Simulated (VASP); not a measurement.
Here is a VASP 6.6.1 calculation.

INCAR

```
PREC = Accurate
ENCUT = 520
EDIFF = 1E-8
ISMEAR = 0
SIGMA = 0.01
LREAL = False
LASPH = True
NELM = 100
ALGO = Fast
ISIF = 2
LWAVE = False
LCHARG = False
GGA = PE
LEPSILON = True
ISYM = 0
```

Contents of KPOINTS:

```
Automatic mesh
0
Gamma
  3 3 1
  0.5 0.5 0.5
```

POSCAR

```
ZnS
1.0
    3.8227000000      0.0000000000      0.0000000000
   -1.9113500000      3.3105550000      0.0000000000
    0.0000000000      0.0000000000     12.5200000000
Zn S
4 4
Direct
    0.0000000000      0.0000000000      0.0000000000
    0.0000000000      0.0000000000      0.5000000000
    0.3333333333      0.6666666667      0.2500000000
    0.6666666667      0.3333333333      0.7500000000
    0.0000000000      0.0000000000      0.1875000000
    0.0000000000      0.0000000000      0.6875000000
    0.3333333333      0.6666666667      0.4375000000
    0.6666666667      0.3333333333      0.9375000000
```

Potentials or basis: VASP PAW PBE potentials, release 64 (Zn, S).

The run is started by

```sh
$ cat potpaw_PBE.64/Zn/POTCAR potpaw_PBE.64/S/POTCAR > POTCAR
$ mpirun -np 1 vasp_std > vasp.out
```

(1) What does it give for the electronic dielectric tensor (diagonal)?

(2) What does it give for the Born charges (mean of the diagonal)?

(3) What does it give for the band gap on the k mesh?

## Answers

(1) 5.24, 5.24, 5.54.

(2) Zn +1.87; S -1.85, -1.88 e.

(3) 4.10 eV, indirect (least direct gap 4.13 eV).

Caveat: the k mesh is coarse (spacing up to 0.63 Å⁻¹), so the values aren't converged.
